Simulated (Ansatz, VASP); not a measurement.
**One calculation of GaP, 3 ways**

```
CELL_PARAMETERS angstrom
0.00000 2.72525 2.72525
2.72525 0.00000 2.72525
2.72525 2.72525 0.00000
ATOMIC_POSITIONS crystal
Ga 0.00000 0.00000 0.00000
P 0.75000 0.75000 0.75000
```

Alike in all runs: task single point; functional PBE; k mesh 8 × 8 × 8; occupations gaussian, width 0.022 eV; no spin polarisation; no spin-orbit coupling. Pressure is positive in compression and, in plane waves, holds the error of the finite cutoff, which Ansatz's Pulay term estimates and takes out.

| program and potentials | plane-wave cutoff (eV) | notes | band gap (eV) | pressure (GPa) |
| --- | --- | --- | --- | --- |
| Ansatz, Ansatz PAW | 420 | Pulay term of +0.04 GPa included | 1.64 | 2.51 |
| Ansatz, all-electron LAPW, scalar-relativistic | - | - | 1.64 | 2.48 |
| VASP, PBE PAW files Ga_d, P, 520 eV | 520 | - | 1.64 | 2.48 |

All agree on the band gap. The pressure spans 2.48 (VASP, PBE PAW files Ga_d, P, 520 eV) to 2.51 GPa (Ansatz, Ansatz PAW), with all-electron results at 2.48. The gap is indirect and read on the mesh alone.

Differences between rows come from potentials, basis sets and numerical settings, since the functional is the same but for its coding. Runs on potential files found faulty are left out.

The close agreement between the all-electron and PAW results shows that the gap and the pressure at this geometry are essentially properties of PBE, with little trace of the core treatment. The positive pressure means that PBE would expand the cell. Since the lattice parameter used is close to the measured one, this reflects the functional's familiar underbinding of semiconductors rather than real compression of the crystal.

The gap of 1.64 eV is well below the experimental value. The main cause is that the Kohn-Sham gap of a semilocal functional lacks the derivative discontinuity that contributes to the quasiparticle gap. Agreement between the codes therefore confirms the numerical solution, not the excitation energy. The indirect character does match the known band structure of GaP, in which the valence maximum at the zone centre is mainly P 3p and the conduction minimum lies near X. A single volume fixes the sign of the relaxation, but neither the equilibrium lattice constant nor the bulk modulus.
